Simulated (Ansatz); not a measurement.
# MoSe2: the cost of one run

Computed with Ansatz 0.2.0 (DFT PBE+D3(BJ), scalar-relativistic, plane waves, PAW, unless a step's input says otherwise).

That is the level of the relaxation; later steps name their own.

2 further runs of the same task are left out: 2 set aside as unsound or not needed.

## (1) The structure to begin with

It takes space group P6_3/mmc (No. 194, hexagonal). The conventional cell has a = 3.277 Å, b = 3.277 Å, c = 12.727 Å, α = 90.00°, β = 90.00°, γ = 120.00°. Around Mo (site symmetry -6m2) lie 6 Se at 2.53 Å. Se (site symmetry 3m) has 3 Mo at 2.53 Å as nearest neighbours.

As a file:

```cif
data_structure
_symmetry_space_group_name_H-M 'P 1'
_symmetry_Int_Tables_number 1
_cell_length_a 3.2771
_cell_length_b 3.2771
_cell_length_c 12.7272
_cell_angle_alpha 90.000
_cell_angle_beta 90.000
_cell_angle_gamma 120.000
_cell_volume 118.37
loop_
_atom_site_label
_atom_site_type_symbol
_atom_site_fract_x
_atom_site_fract_y
_atom_site_fract_z
_atom_site_occupancy
Mo1 Mo 0.66667 0.33333 0.75000 1
Mo2 Mo 0.33333 0.66667 0.25000 1
Se1 Se 0.33333 0.66667 0.88153 1
Se2 Se 0.66667 0.33333 0.38153 1
Se3 Se 0.33333 0.66667 0.61847 1
Se4 Se 0.66667 0.33333 0.11847 1
```

It goes back to an entry of the Materials Project.

It is the result of an earlier relaxation at this level (volume 19.73 Å³/atom; gap on the mesh: 0.85 eV).

## (2) Band edges over the whole zone

input.yaml reads:

```yaml
crystal:
  lattice:
    - [3.2771374019, 0.0, 0.0]
    - [-1.638568701, 2.8380842418, 0.0]
    - [0.0, 0.0, 12.7272029888]
  atoms:
    - { symbol: Mo, position: [0.6666666667, 0.3333333333, 0.75] }
    - { symbol: Mo, position: [0.3333333333, 0.6666666667, 0.25] }
    - { symbol: Se, position: [0.3333333333, 0.6666666667, 0.881528623] }
    - { symbol: Se, position: [0.6666666667, 0.3333333333, 0.381528623] }
    - { symbol: Se, position: [0.3333333333, 0.6666666667, 0.618471377] }
    - { symbol: Se, position: [0.6666666667, 0.3333333333, 0.118471377] }
basis:
  ecutwfc: 420
kpoints:
  mp_grid: { grid: [9, 9, 2] }
  band_path: { path: [VBM, CBM], npoints: 2 }
hamiltonian:
  xc: pbe
  dispersion: d3bj
scf:
  occupations: { method: gaussian, width: 0.02 }
output:
  forces: true
  stress: true
  eigenvalues: true
```

The run is started by

```sh
$ ansatz run input.yaml --threads 2 --pin off --max-ram 5120MiB --backend cpu --events-out ev --progress --plain --runs-dir out
```

**Question.** How long does this run take on 2 threads of AMD EPYC (Zen 3), shared host, and how much memory does it need?

About 47 s, with a peak of 0.49 GiB.
